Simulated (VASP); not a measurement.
Calculation: AM05 GGA, VASP's PBE PAW potentials (set 64) (plane waves; VASP).

A VASP calculation is set up with these files.

INCAR:
```
! general
SYSTEM  =  Li2O
PREC    =  Accurate
ENCUT   =  520   ! plane-wave cut-off (eV)
LREAL   =  F   ! projection in real space or not
LASPH   =  T

! electronic loop
EDIFF   =  1E-7
NELM    =  100   ! most electronic steps
ALGO    =  Normal   ! blocked Davidson

! smearing
ISMEAR  =  0   ! Gaussian
SIGMA   =  0.05

! functional
GGA     =  AM

! ions
ISIF    =  2

! output
LWAVE   =  F
LCHARG  =  F
```

File POSCAR:
```
Li2O
1
    0.0000000000     2.2574581680     2.2574581680
    2.2574581680     0.0000000000     2.2574581680
    2.2574581680     2.2574581680     0.0000000000
Li O
2 1
Direct
  0.2500000000   0.2500000000   0.2500000000
  0.7500000000   0.7500000000   0.7500000000
  1.0000000000   1.0000000000   1.0000000000
```

KPOINTS:
```
Automatic mesh
0
Gamma
8 8 8
0 0 0
```

POTCAR, in this order: Li_sv O (PBE.64 set). Program: vasp_std.

The run wrote:

### OUTCAR
```
 ion  position               nearest neighbor table
   1  0.250  0.250  0.250-   3 1.96   3 1.96   3 1.96   3 1.96   2 2.26   2 2.26   2 2.26   2 2.26
                             2 2.26   2 2.26
   2  0.750  0.750  0.750-   3 1.96   3 1.96   3 1.96   3 1.96   1 2.26   1 2.26   1 2.26   1 2.26
                             1 2.26   1 2.26
   3  0.000  0.000  0.000-   1 1.96   2 1.96   2 1.96   2 1.96   2 1.96   1 1.96   1 1.96   1 1.96
  LATTYP: Found a face centered cubic cell.
 ALAT       =     4.5149163360
 Subroutine PRICEL returns:
 Original cell was already a primitive cell.
 Subroutine GETGRP returns: Found 48 space group operations
The static configuration has the point symmetry O_h .
The dynamic configuration has the point symmetry O_h .
 Subroutine INISYM returns: Found 48 space group operations
 Subroutine IBZKPT returns following result:
 Found     29 irreducible k-points:

 Following reciprocal coordinates:
            Coordinates               Weight
  0.000000  0.000000  0.000000      1.000000
  0.125000  0.000000  0.000000      8.000000
  0.250000  0.000000  0.000000      8.000000
  0.375000  0.000000  0.000000      8.000000
  0.500000  0.000000  0.000000      4.000000
  0.125000  0.125000  0.000000      6.000000
  0.250000  0.125000  0.000000     24.000000
  0.375000  0.125000  0.000000     24.000000
  0.500000  0.125000  0.000000     24.000000
 -0.375000  0.125000  0.000000     24.000000
 -0.250000  0.125000  0.000000     24.000000
 -0.125000  0.125000  0.000000     12.000000
  0.250000  0.250000  0.000000      6.000000
  0.375000  0.250000  0.000000     24.000000
  0.500000  0.250000  0.000000     24.000000
 -0.375000  0.250000  0.000000     24.000000
 -0.250000  0.250000  0.000000     12.000000
  0.375000  0.375000  0.000000      6.000000
  0.500000  0.375000  0.000000     24.000000
 -0.375000  0.375000  0.000000     12.000000
  0.500000  0.500000  0.000000      3.000000
  0.375000  0.250000  0.125000     24.000000
  0.500000  0.250000  0.125000     48.000000
 -0.375000  0.250000  0.125000     24.000000
  0.500000  0.375000  0.125000     24.000000
 -0.375000  0.375000  0.125000     48.000000
 -0.250000  0.375000  0.125000     24.000000
 -0.375000  0.500000  0.125000     12.000000
 -0.250000  0.500000  0.250000      6.000000
   k-points           NKPTS =     29   k-points in BZ     NKDIM =     29   number of bands    NBANDS=     10
   number of dos      NEDOS =    301   number of ions     NIONS =      3
   total plane-waves  NPLWV =  13824
   dimension x,y,z NGX =    24 NGY =   24 NGZ =   24
   dimension x,y,z NGXF=    48 NGYF=   48 NGZF=   48
   ions per type =               2   1
   PREC   = accura    normal or accurate (medium, high low for compatibility)
   ISTART =      0    job   : 0-new  1-cont  2-samecut
   ICHARG =      2    charge: 1-file 2-atom 10-const
   ISPIN  =      1    spin polarized calculation?
   LNONCOLLINEAR =      F non collinear calculations
   LSORBIT =      F    spin-orbit coupling
   INIWAV =      1    electr: 0-lowe 1-rand  2-diag
   ENCUT  =  520.0 eV  38.22 Ry    6.18 a.u.   5.94  5.94  5.94*2*pi/ulx,y,z
   NELM   =    100;   NELMIN=  2; NELMDL= -5     # of ELM steps
   EDIFF  = 0.1E-06   stopping-criterion for ELM
   LREAL  =      F    real-space projection
   NLSPLINE    = F    spline interpolate recip. space projectors
   LMAXMIX     =    2 max onsite mixed and CHGCAR
   VOSKOWN=      0    Vosko Wilk Nusair interpolation
   EDIFFG = 0.1E-05   stopping-criterion for IOM
   NSW    =      0    number of steps for IOM
   NBLOCK =      1;   KBLOCK =      1    inner block; outer block
   IBRION =     -1    ionic relax: 0-MD 1-quasi-New 2-CG
   NFREE  =      0    steps in history (QN), initial steepest desc. (CG)
   ISIF   =      2    stress and relaxation
   ISYM   =      2    0-nonsym 1-usesym 2-fastsym
...
```

OSZICAR:
```
       N       E                     dE             d eps       ncg     rms          rms(c)
DAV:   1     0.395429002688E+02    0.39543E+02   -0.63539E+03   580   0.132E+03
DAV:   2    -0.108658201940E+02   -0.50409E+02   -0.48214E+02   670   0.230E+02
DAV:   3    -0.158356336923E+02   -0.49698E+01   -0.49488E+01  1054   0.607E+01
DAV:   4    -0.158837598791E+02   -0.48126E-01   -0.48108E-01   754   0.697E+00
DAV:   5    -0.158840952673E+02   -0.33539E-03   -0.33538E-03   860   0.435E-01    0.705E+00
DAV:   6    -0.143219164286E+02    0.15622E+01   -0.82030E+00   580   0.186E+01    0.271E+00
DAV:   7    -0.142980819529E+02    0.23834E-01   -0.19270E-01   660   0.403E+00    0.146E+00
DAV:   8    -0.142991348946E+02   -0.10529E-02   -0.60159E-02   652   0.307E+00    0.340E-01
DAV:   9    -0.142982873269E+02    0.84757E-03   -0.96581E-03   758   0.913E-01    0.116E-01
DAV:  10    -0.142988150689E+02   -0.52774E-03   -0.13042E-03   630   0.334E-01    0.803E-02
DAV:  11    -0.142987547176E+02    0.60351E-04   -0.17095E-04   718   0.152E-01    0.134E-02
DAV:  12    -0.142987546892E+02    0.28355E-07   -0.12230E-05   710   0.372E-02    0.308E-03
DAV:  13    -0.142987550179E+02   -0.32865E-06   -0.16743E-06   696   0.140E-02    0.934E-04
DAV:  14    -0.142987550270E+02   -0.91187E-08   -0.58352E-08   588   0.311E-03
   1 F= -.14298755E+02 E0= -.14298755E+02  d E =-.816602E-11
```

**OUTCAR**
```
------------------------ aborting loop because EDIFF is reached ----------------------------------------
  FORCE on cell =-STRESS in cart. coord.  units (eV):
  Direction    XX          YY          ZZ          XY          YZ          ZX
  --------------------------------------------------------------------------------------
  Total        0.7434036      0.7434036      0.7434036      0.0000000      0.0000000      0.0000000
  in kB       51.7661793     51.7661793     51.7661793      0.0000000      0.0000000      0.0000000
  external PRESSURE =      51.7661793 kB  Pullay stress =       0.0000000 kB
  volume of cell :       23.01
      direct lattice vectors                 reciprocal lattice vectors
     0.000000000  2.257458168  2.257458168    -0.221488047  0.221488047  0.221488047
     2.257458168  0.000000000  2.257458168     0.221488047 -0.221488047  0.221488047
     2.257458168  2.257458168  0.000000000     0.221488047  0.221488047 -0.221488047
 POSITION                                       TOTAL-FORCE (eV/Angst)
 -----------------------------------------------------------------------------------
      1.12873      1.12873      1.12873        -0.000000     -0.000000     -0.000000
      3.38619      3.38619      3.38619         0.000000      0.000000      0.000000
      0.00000      0.00000      0.00000        -0.000000      0.000000      0.000000
 -----------------------------------------------------------------------------------
    total drift:                               -0.000000      0.000000      0.000000
  FREE ENERGIE OF THE ION-ELECTRON SYSTEM (eV)
  ---------------------------------------------------
  free  energy   TOTEN  =       -14.2987550270 eV

  energy  without entropy=      -14.2987550270  energy(sigma->0) =      -14.29875503
```
(Selected blocks of OUTCAR.)

OUTCAR:
```
 val. band max:        1.6889162090   @ k =   0.0000   0.0000   0.0000

 cond. band min:       6.7031878393   @ k =   0.5000   0.5000   0.0000


 Fermi energy:         1.8939957739

 k-point     1 :       0.0000    0.0000    0.0000
  band No.  band energies     occupation
      1     -40.2849      2.00000
      2     -39.8430      2.00000
      3     -13.7125      2.00000
      4       1.6889      2.00000
      5       1.6889      2.00000
      6       1.6889      2.00000
      7       7.4833      0.00000
      8      13.8873      0.00000
      9      13.8873      0.00000
     10      13.8874      0.00000

 k-point     2 :       0.1250    0.0000    0.0000
  band No.  band energies     occupation
      1     -40.2651      2.00000
      2     -39.8572      2.00000
      3     -13.6827      2.00000
      4       1.1518      2.00000
      5       1.6095      2.00000
      6       1.6095      2.00000
      7       7.8829      0.00000
      8      13.9679      0.00000
      9      14.1206      0.00000
     10      14.1207      0.00000

 k-point     3 :       0.2500    0.0000    0.0000
  band No.  band energies     occupation
      1     -40.2099      2.00000
      2     -39.8985      2.00000
      3     -13.6064      2.00000
      4       0.0451      2.00000
      5       1.4298      2.00000
      6       1.4298      2.00000
      7       8.8616      0.00000
      8      13.8811      0.00000
      9      14.3997      0.00000
     10      14.3998      0.00000

 k-point     4 :       0.3750    0.0000    0.0000
  band No.  band energies     occupation
      1     -40.1315      2.00000
      2     -39.9632      2.00000
      3     -13.5232      2.00000
      4      -0.8996      2.00000
      5       1.2648      2.00000
      6       1.2648      2.00000
      7      10.1674      0.00000
      8      13.1627      0.00000
      9      14.2010      0.00000
     10      14.2010      0.00000

 k-point     5 :       0.5000    0.0000    0.0000
...
```

The compound is Li2O in the antifluorite structure. This cell is one point of a volume scan, at 0.94 of the reference volume.
